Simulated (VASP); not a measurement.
# Bi₂Se₃, relaxation of the cell: which settings are enough?

Bi₂Se₃, R-3m (no. 166), 5 atoms in the cell. LDA; PAW potentials Bi_d, Se (LDA set). VASP 6.6.1. The cell is changed on purpose: volume scaled by 0.95.

Wanted: cell volume within 0.05 %; lattice lengths within 0.03 %; shortest distances from each atom, periodic images included within 0.002 Å.

What the run is for: cell; Accuracy asked: tight; Relaxation passes: 2.

The series start from Plane-wave cutoff (eV): 370; k-point mesh: 5 × 5 × 5; Relaxation passes: 2; Ionic threshold (EDIFFG): -0.005; Electronic threshold (eV): 1e-6; Precision mode (PREC): Accurate; Relaxation algorithm: IBRION=2 POTIM=0.5. Each series keeps the choices made before it, and each single choice may use up half of a tolerance. Times cover all steps of a run.

## Plane-wave cutoff (eV)

| Plane-wave cutoff (eV) | Cell volume (Å³) | Lattice lengths, largest deviation against the largest value | Shortest distances from each atom, periodic images included, largest deviation (Å) | Time (s) |
|---|---|---|---|---|
| 240 | 133.7 | 0.68 % | 0.0504 | 237 |
| 280 | 135.3 | 0.23 % | 0.0129 | 287 |
| 320 | 134.6 | 0.45 % | 0.0301 | 292 |
| 370 | 135.2 | 0.23 % | 0.0173 | 582 |
| 430 | 135.7 | 0.056 % | 0.0025 | 841 |
| 510 | 135.7 | 0.083 % | 0.0041 | 916 |
| 640 (reference) | 135.8 | 0 % | 0.0000 | 1061 |

Chosen: 640; the next looser run is off by more than half of the tolerance, so convergence isn't shown beyond this value.

## k-point mesh

| k-point mesh | Cell volume (Å³) | Lattice lengths, largest deviation against the largest value | Shortest distances from each atom, periodic images included, largest deviation (Å) | Time (s) |
|---|---|---|---|---|
| 3 × 3 × 3 | 135.2 | 2.4 % | 0.0467 | 479 |
| 4 × 4 × 4 | 135.6 | 0.43 % | 0.0052 | 805 |
| 5 × 5 × 5 | 135.8 | 0.022 % | 0.0038 | 1061 |
| 6 × 6 × 6 | 135.9 | 0.0011 % | 0.0019 | 1318 |
| 8 × 8 × 8 (reference) | 135.9 | 0 % | 0.0000 | 3228 |

Chosen: 8 × 8 × 8; the next looser run is off by more than half of the tolerance, so convergence isn't shown beyond this value.

The chosen settings are those of the reference run.

Values of the reference run: Lattice lengths: 9.593, 9.593, 9.593 Å.

## The input

INCAR.step1:
```
SYSTEM = Bi2Se3
ALGO     = Normal         ! electronic algorithm
EDIFF    = 1E-6           ! SCF threshold, eV
EDIFFG   = -0.005         ! ionic threshold
EFERMI   = MIDGAP       
ENCUT    = 640            ! plane-wave cutoff, eV
GGA      = CA             ! functional
GGA_COMPAT= .False.      
IBRION   = 2              ! ionic algorithm
ISIF     = 3              ! what is computed and relaxed
ISMEAR   = 0              ! smearing method
KPAR     = 8            
LASPH    = .True.         ! aspherical terms in the spheres
LCHARG   = .False.        ! write CHGCAR
LREAL    = .False.        ! projectors in reciprocal space
LWAVE    = .False.        ! write WAVECAR
NELM     = 120            ! most SCF steps
NELMIN   = 4            
NSW      = 80             ! ionic steps
POTIM    = 0.5            ! step
PREC     = Accurate       ! precision mode
SIGMA    = 0.03           ! smearing width, eV
```

INCAR.step3, as INCAR.step1 but for:
```
- EDIFFG = -0.005
- IBRION = 2
- ISIF = 3
- NELMIN = 4
- NSW = 80
- POTIM = 0.5
+ ISIF = 2
```

KPOINTS:
```
Automatic mesh
0
Gamma
  8 8 8
  0 0 0
```

POSCAR.step1:
```
Bi2Se3
1.0
    2.0363830464      1.1757063000      9.3835167619
   -2.0363830464      1.1757063000      9.3835167619
    0.0000000000     -2.3514126001      9.3835167619
Bi Se
2 3
Direct
    0.5992000000      0.5992000000      0.5992000000
    0.4008000000      0.4008000000      0.4008000000
    0.7883000000      0.7883000000      0.7883000000
    0.2117000000      0.2117000000      0.2117000000
    0.0000000000      0.0000000000      0.0000000000
```

Commands (each step's output is kept before the next begins):
```
cat potpaw_LDA.64/Bi_d/POTCAR potpaw_LDA.64/Se/POTCAR > POTCAR
cp INCAR.step1 INCAR
cp POSCAR.step1 POSCAR
mpirun -np 8 vasp_std > vasp.out
cp CONTCAR POSCAR
mpirun -np 8 vasp_std > vasp.out
cp CONTCAR POSCAR
cp INCAR.step3 INCAR
mpirun -np 8 vasp_std > vasp.out
```

The chosen input took VASP 6.6.1 3228 s on 8 cores (AMD EPYC 7R13 (Zen 3)), a shared host.

## An input that fails: cell relaxed at a low cutoff

It runs to its end, but against the unchanged starting input it is off by 29 % in the cell volume, 8.1 % in the lattice lengths, 0.6787 Å in the shortest distances from each atom, periodic images included.

Changes against the starting input:
```
(all steps)
- PREC = Accurate
- NELM = 120
- ENCUT = 370
+ PREC = Low
+ NELM = 88
+ ENCUT = 170
```
